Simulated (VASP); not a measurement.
A run of VASP 6.6.1 is set up as follows.

The input INCAR:

```
PREC = Accurate ; ENCUT = 520
EDIFF = 1E-6 ; ISMEAR = 0
SIGMA = 0.1 ; LREAL = False
LASPH = True ; NELM = 120
ALGO = Normal ; ISIF = 3
LWAVE = False ; LCHARG = False
GGA = PE ; IBRION = 2
NSW = 90 ; EDIFFG = -0.01
```

The input KPOINTS:

```
Automatic mesh
0
Gamma
  9 9 6
```

Contents of POSCAR:

```
Te
1.0
    4.4540000000      0.0000000000      0.0000000000
   -2.2270000000      3.8572771500      0.0000000000
    0.0000000000      0.0000000000      5.9240000000
Te
3
Direct
    0.2690000000      0.0000000000      0.3333333300
    0.0000000000      0.2690000000      0.6666666700
    0.7310000000      0.7310000000      0.0000000000
```

Potentials or basis: VASP PAW PBE potentials, release 64 (Te).

The run is started by

```console
$ cat potpaw_PBE.64/Te/POTCAR > POTCAR
$ mpirun -np 1 vasp_std > vasp.out
```

Estimate the band gap on the k mesh.

0.21 eV, direct.

What does it give for the space group after relaxing (to 0.05 Å)?

P3_121 (No. 152).

Predict the relaxed volume.

35.03 Å³/atom.

Estimate the relaxed cell.

a = 4.514 Å, b = 4.514 Å, c = 5.956 Å, α = 90.00°, β = 90.00°, γ = 120.00°.

Final structure:
```
Te
1.0
     4.51351    0.00000    0.00000
    -2.25675    3.90881    0.00000
     0.00000    0.00000    5.95642
Te
3
Direct
  0.26878 0.00000 0.33333
  0.00000 0.26878 0.66667
  0.73122 0.73122 0.00000
```

Caveat: spin-orbit coupling is left out, which moves the levels of the heavy elements; an odd mesh through Γ misses points on the zone boundary, where band edges often lie. Zero-point motion and thermal expansion aren't in these numbers.
